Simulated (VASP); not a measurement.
# Ti3HSe3 in VASP: a series of runs

Runs on Ti3HSe3. Level: LDA. Tasks: single point.

Everything below comes from runs of VASP 6.6.1. Logs are shortened: lines on timing, memory, paths and dates and some standing lists are left out, and cuts for length are marked.

## Step 1: The structure

The cell holds a slab with vacuum, 14 atoms: a = 5.939 Å, b = 7.585 Å, c = 16.571 Å, α = 90.00°, β = 90.00°, γ = 113.05°.

## Step 2: Single point, LDA

Input file INCAR:

```
SYSTEM = Ti3HSe3
ALGO = Fast ; EDIFF = 1E-6
ENCUT = 520 ; GGA = CA
ISIF = 2 ; ISMEAR = -1
LASPH = .True. ; LCHARG = .False.
LREAL = .False. ; LWAVE = .False.
NBANDS = 68 ; NELM = 100
PREC = Accurate ; SIGMA = 0.05
```

Input file KPOINTS:

```
k-points
0
Gamma
  2 2 1
  0 0 0
```

Input file POSCAR:

```
Ti3HSe3
1.0
    5.9394410000      0.0000000000      0.0000000000
   -2.9697210000      6.9790320000      0.0000000000
    0.0000000000      0.0000000000     16.5705590000
Ti Se H
6 6 2
Direct
    0.0000000000      0.0000000000      0.0603480000
    0.7784092747      0.5530095022      0.1261379279
    0.4656824997      0.0636360648      0.1597154374
    0.2605802321      0.6168343849      0.2157020137
    0.0894805527      0.1451533191      0.2133182286
    0.7942460996      0.6451105426      0.2771196810
    0.2158778000      0.7650890000      0.0854229000
    0.3395157062      0.3128709940      0.0899545082
    0.7117412990      0.8458624251      0.1717374402
    0.8327770372      0.3457454385      0.2313095480
    0.2346508773      0.9020228308      0.2880836067
    0.3656781511      0.4159782010      0.3142390659
    0.6457349132      0.8021780995      0.3335062803
    0.7748438659      0.8269173544      0.3575341583
```

Potentials or basis: VASP PAW LDA potentials, release 64 (Ti_sv, Se, H).

Run with:

```
> cat potpaw_LDA.64/Ti_sv/POTCAR potpaw_LDA.64/Se/POTCAR potpaw_LDA.64/H/POTCAR > POTCAR
> mpirun -np 1 vasp_std > vasp.out
```

OUTCAR:

```text
SYSTEM = Ti3HSe3
   EDIFF = 1E-6
   ENCUT = 520
   GGA = CA
   ISIF = 2
   ISMEAR = -1
   LASPH = .True.
   LREAL = .False.
   NELM = 100
   PREC = Accurate

 ion  position               nearest neighbor table
   1  0.000  0.000  0.060-   9 2.48   8 2.49   7 2.60   5 2.73
   2  0.778  0.553  0.126-  10 2.45   9 2.52   7 2.55   6 2.59   8 2.60
   3  0.466  0.064  0.160-   7 2.49   8 2.57  11 2.57   9 2.61  10 2.66   5 2.69
   4  0.261  0.617  0.216-  12 2.47   7 2.50  11 2.53  10 2.58   9 2.66
   5  0.089  0.145  0.213-   8 2.55  10 2.56   9 2.58  11 2.63  12 2.66   3 2.69   1 2.73
   6  0.794  0.645  0.277-  10 2.49   9 2.49  12 2.53  11 2.58   2 2.59
   7  0.216  0.765  0.085-   3 2.49   4 2.50   2 2.55   1 2.60
   8  0.340  0.313  0.090-   1 2.49   5 2.55   3 2.57   2 2.60
   9  0.712  0.846  0.172-   1 2.48   6 2.49   2 2.52   5 2.58   3 2.61   4 2.66
  10  0.833  0.346  0.231-   2 2.45   6 2.49   5 2.56   4 2.58   3 2.66
  11  0.235  0.902  0.288-   4 2.53   3 2.57   6 2.58   5 2.63
  12  0.366  0.416  0.314-   4 2.47   6 2.53   5 2.66
  13  0.646  0.802  0.334-  14 0.82
  14  0.775  0.827  0.358-  13 0.82

  LATTYP: Found a base centered orthorhombic cell.
 ALAT       =     5.9394410000
 B/A-ratio  =     2.3500635834
 C/A-ratio  =     2.7899189503

  Lattice vectors:

 A1 = (   2.9697210000,  -6.9790320000,   0.0000000000)
 A2 = (   2.9697200000,   6.9790320000,   0.0000000000)
 A3 = (   0.0000000000,   0.0000000000,  16.5705590000)

Analysis of symmetry for initial positions (statically):
=====================================================================
 Subroutine PRICEL returns:
 Original cell was already a primitive cell.

 Routine SETGRP: Setting up the symmetry group for a
 base centered orthorhombic supercell.

 Subroutine GETGRP returns: Found  1 space group operations
 (whereof  1 operations were pure point group operations)
 out of a pool of  8 trial point group operations.

The static configuration has the point symmetry C_1 .

Analysis of symmetry for dynamics (positions and initial velocities):
=====================================================================
 Subroutine PRICEL returns:
 Original cell was already a primitive cell.

 Routine SETGRP: Setting up the symmetry group for a
 base centered orthorhombic supercell.

 Subroutine GETGRP returns: Found  1 space group operations
 (whereof  1 operations were pure point group operations)
 out of a pool of  8 trial point group operations.

The dynamic configuration has the point symmetry C_1 .

 Subroutine INISYM returns: Found  1 space group operations
 (whereof  1 operations are pure point group operations),
 and found     1 'primitive' translations

----------------------------------------------------------------------------------------

                                     Primitive cell

  volume of cell :     686.8753

  direct lattice vectors                    reciprocal lattice vectors
     5.939441000  0.000000000  0.000000000     0.168366013  0.071643185  0.000000000
    -2.969721000  6.979032000  0.000000000     0.000000000  0.143286347  0.000000000
     0.000000000  0.000000000 16.570559000     0.000000000  0.000000000  0.060347994

  length of vectors
     5.939441000  7.584598241 16.570559000     0.182975027  0.143286347  0.060347994

  position of ions in fractional coordinates (direct lattice)
     0.000000000  0.000000000  0.060348000
     0.778409275  0.553009502  0.126137928
     0.465682500  0.063636065  0.159715437
     0.260580232  0.616834385  0.215702014
     0.089480553  0.145153319  0.213318229
     0.794246100  0.645110543  0.277119681
     0.215877800  0.765089000  0.085422900
     0.339515706  0.312870994  0.089954508
     0.711741299  0.845862425  0.171737440
     0.832777037  0.345745439  0.231309548
     0.234650877  0.902022831  0.288083607
     0.365678151  0.415978201  0.314239066
     0.645734913  0.802178099  0.333506280
     0.774843866  0.826917354  0.357534158

  ion indices of the primitive-cell ions
   primitive index   ion index
                 1           1
                 2           2
                 3           3
                 4           4
                 5           5
                 6           6
                 7           7
                 8           8
                 9           9
                10          10
                11          11
                12          12
                13          13
                14          14

----------------------------------------------------------------------------------------

 KPOINTS: k-points

Automatic generation of k-mesh.
 Grid dimensions read from file:
 generate k-points for:    2    2    1

 Generating k-lattice:

  Cartesian coordinates                     Fractional coordinates (reciprocal lattice)
     0.084183006  0.035821593  0.000000000     0.500000000  0.000000000  0.000000000
     0.000000000  0.071643173  0.000000000     0.000000000  0.500000000  0.000000000
     0.000000000  0.000000000  0.060347994     0.000000000  0.000000000  1.000000000

  Length of vectors
     0.091487513  0.071643173  0.060347994

  Shift w.r.t. Gamma in fractional coordinates (k-lattice)
     0.000000000  0.000000000  0.000000000

 Subroutine IBZKPT returns following result:
 ===========================================

 Found      4 irreducible k-points:

 Following reciprocal coordinates:
            Coordinates               Weight
  0.000000  0.000000  0.000000      1.000000
  0.500000 -0.000000  0.000000      1.000000
  0.500000  0.500000  0.000000      1.000000
  0.000000  0.500000  0.000000      1.000000
   k-points           NKPTS =      4   k-points in BZ     NKDIM =      4   number of bands    NBANDS=     68
   number of dos      NEDOS =    301   number of ions     NIONS =     14
   total plane-waves  NPLWV = 338688
   dimension x,y,z NGX =    48 NGY =   56 NGZ =  126
   dimension x,y,z NGXF=    96 NGYF=  112 NGZF=  252
   ions per type =               6   6   2
   NGX,Y,Z   is equivalent  to a cutoff of  13.44, 12.27, 12.64 a.u.
   NGXF,Y,Z  is equivalent  to a cutoff of  26.87, 24.55, 25.28 a.u.
 SYSTEM =  Ti3HSe3
   PREC   = accura    normal or accurate (medium, high low for compatibility)
   ISTART =      0    job   : 0-new  1-cont  2-samecut
   ICHARG =      2    charge: 1-file 2-atom 10-const
   ISPIN  =      1    spin polarized calculation?
   LNONCOLLINEAR =      F non collinear calculations
   LSORBIT =      F    spin-orbit coupling
   LASPH  =      T    aspherical Exc in radial PAW
   ENCUT  =  520.0 eV  38.22 Ry    6.18 a.u.  11.04 14.10 30.81*2*pi/ulx,y,z
   NELM   =    100;   NELMIN=  2; NELMDL= -5     # of ELM steps
   EDIFF  = 0.1E-05   stopping-criterion for ELM
   LREAL  =      F    real-space projection
   EDIFFG = 0.1E-04   stopping-criterion for IOM
   NSW    =      0    number of steps for IOM
   IBRION =     -1    ionic relax: 0-MD 1-quasi-New 2-CG
   NFREE  =      0    steps in history (QN), initial steepest desc. (CG)
   ISIF   =      2    stress and relaxation
   ISYM   =      2    0-nonsym 1-usesym 2-fastsym
   POTIM  = 0.5000    time-step for ionic-motion
   TEBEG  =    0.0;   TEEND  =   0.0 temperature during run
   PSTRESS=    0.0 pullay stress
   NELECT =     110.0000    total number of electrons
   NUPDOWN=      -1.0000    fix difference up-down
   EMIN   =  10.00;   EMAX   =-10.00  energy-range for DOS
   EFERMI =   0.00;   METHOD = LEGACY
   ISMEAR =    -1;   SIGMA  =   0.05  broadening in eV -4-tet -1-fermi 0-gaus
   EFERMI_NEDOS =   21; number of points for ismear=-14 and -15
   IALGO  =     68    algorithm
   IMIX   =      4    mixing-type and parameters
     AMIX     =   0.40;   BMIX     =  1.00
     AMIX_MAG =   1.60;   BMIX_MAG =  1.00
  volume/ion in A,a.u.               =      49.06       331.09
  Fermi-wavevector in a.u.,A,eV,Ry     =   0.889023  1.680010 10.753531  0.790362
  Thomas-Fermi vector in A             =   2.010529
   LORBIT       =      0    0 simple, 1 ext, 2 COOP (PROOUT), +10 PAW based schemes
   GGA     = CA    functional components
   LHFCALC =     F    Hartree Fock is set to
   AEXX    =    0.0000 exact exchange contribution
   IVDW    =     0    specifies the selected vdW correction
   LEPSILON=     F    determine dielectric tensor
   LRPA    =     F    only Hartree local field effects (RPA)
 non-spin polarized calculation
 RMM-DIIS sequential band-by-band and
  energy-cutoff  :      520.00
  volume of cell :      686.88
 maximum number of plane-waves:     18518
 NGX is ok and might be reduce to    48
   NGX = 23   NGY = 29   NGZ = 61

 number of electron     109.9999993 magnetization

 Free energy of the ion-electron system (eV)
  ---------------------------------------------------
  ext. energy  EPLUGINS =         0.00000000
  ---------------------------------------------------
  free energy    TOTEN  =       -91.04477882 eV

  energy without entropy =      -90.95728003  energy(sigma->0) =      -91.00102943

 E-fermi :  -0.0878     XC(G=0):  -4.6651

 val. band max:       -0.0954492494   @ k =   0.5000  -0.0000   0.0000
 cond. band min:      -0.0390388895   @ k =   0.0000   0.0000   0.0000
 fundamental gap:      0.0564103599
 Fermi energy:        -0.0878231840

 k-point     1 :       0.0000    0.0000    0.0000
  band No.  band energies     occupation
      1     -56.7474      2.00000
      2     -56.7245      2.00000
      3     -56.5991      2.00000
      4     -56.5010      2.00000
      5     -56.4443      2.00000
      6     -56.3151      2.00000
[... 59 lines left out ...]
     66       1.2738      0.00000
     67       1.3192      0.00000
[... 208 lines left out ...]
     66       1.2774      0.00000
     67       1.3819      0.00000
 [bands above 67 left out]

------------------------ aborting loop because EDIFF is reached ----------------------------------------

  FORCE on cell =-STRESS in cart. coord.  units (eV):
  Direction    XX          YY          ZZ          XY          YZ          ZX
  --------------------------------------------------------------------------------------
  -------------------------------------------------------------------------------------
  Total       -6.7874438    -10.6658783     -0.1155839     -1.8041514      0.1168047     -0.6001515
  in kB      -15.8321139    -24.8787918     -0.2696064     -4.2082899      0.2724539     -1.3998889
  external PRESSURE =     -13.6601707 kB  Pullay stress =       0.0000000 kB

 VOLUME and BASIS-vectors are now :
 -----------------------------------------------------------------------------
  energy-cutoff  :      520.00
  volume of cell :      686.88
      direct lattice vectors                 reciprocal lattice vectors
     5.939441000  0.000000000  0.000000000     0.168366013  0.071643185  0.000000000
    -2.969721000  6.979032000  0.000000000     0.000000000  0.143286347  0.000000000
     0.000000000  0.000000000 16.570559000     0.000000000  0.000000000  0.060347994

 POSITION                                       TOTAL-FORCE (eV/Angst)
 -----------------------------------------------------------------------------------
      0.00000      0.00000      1.00000         1.217065      0.098485      1.382316
      2.98103      3.85947      2.09018         0.010811     -0.035207     -0.045802
      2.57691      0.44412      2.64657         0.062625      0.000512      0.010923
     -0.28413      4.30491      3.57430        -0.019819      0.014018      0.017113
      0.10040      1.01303      3.53480        -0.047546      0.021708      0.017782
      2.80158      4.50225      4.59203        -0.003480     -0.002557      0.023481
     -0.98991      5.33958      1.41551        -1.232394     -0.112349     -1.468360
      1.08739      2.18354      1.49060         0.020697      0.004631     -0.047886
      1.71537      5.90330      2.84579        -0.001919     -0.007652     -0.020739
      3.91946      2.41297      3.83293         0.003042     -0.020063      0.031341
     -1.28506      6.29525      4.77371        -0.007184      0.010209      0.013948
      0.93658      2.90313      5.20712         0.032661     -0.013497      0.030782
      1.45306      5.59843      5.52639        -0.075298      0.004074      0.002397
      2.14643      5.77108      5.92454         0.040738      0.037687      0.052704
 -----------------------------------------------------------------------------------
    total drift:                                0.000051      0.001338     -0.002485

  FREE ENERGIE OF THE ION-ELECTRON SYSTEM (eV)
  ---------------------------------------------------
  free  energy   TOTEN  =       -91.0447788250 eV

  energy  without entropy=      -90.9572800313  energy(sigma->0) =      -91.00102943
```

It took 18 min on 1 thread of Intel Xeon 6975P-C (Granite Rapids), shared host; peak memory 0.59 GiB.

What came out:

```
Free energy            : -91.0448 eV
Largest force          : 1.920 eV/Å
Band gap on the k mesh : none (metal or under the smearing width)
```

Forces in eV/Å, atoms in the order of the input:
```
Ti   1.217  0.098  1.382
Ti   0.011 -0.035 -0.046
Ti   0.063  0.001  0.011
Ti  -0.020  0.014  0.017
Ti  -0.048  0.022  0.018
Ti  -0.003 -0.003  0.023
Se  -1.232 -0.112 -1.468
Se   0.021  0.005 -0.048
Se  -0.002 -0.008 -0.021
Se   0.003 -0.020  0.031
Se  -0.007  0.010  0.014
Se   0.033 -0.013  0.031
H   -0.075  0.004  0.002
H    0.041  0.038  0.053
```

Levels at points of the mesh, in eV from the Fermi level:
| k point | band 52 | band 53 | band 54 | band 55 | band 56 | band 57 | band 58 | band 59 |
| --- | --- | --- | --- | --- | --- | --- | --- | --- |
| (0.00, 0.00, 0.00) | -0.51 | -0.45 | -0.32 | -0.20 | 0.05 | 0.39 | 0.51 | 0.60 |
| (0.50, 0.00, 0.00) | -0.75 | -0.50 | -0.45 | -0.17 | -0.01 | 0.20 | 0.39 | 0.57 |
| (0.50, 0.50, 0.00) | -0.64 | -0.58 | -0.26 | -0.13 | 0.13 | 0.21 | 0.28 | 0.46 |
| (0.00, 0.50, 0.00) | -0.61 | -0.43 | -0.11 | 0.07 | 0.11 | 0.24 | 0.39 | 0.55 |

Caveat: the k mesh is coarse (spacing up to 0.57 Å⁻¹), so the values aren't converged.

[end of part 1 of 2]
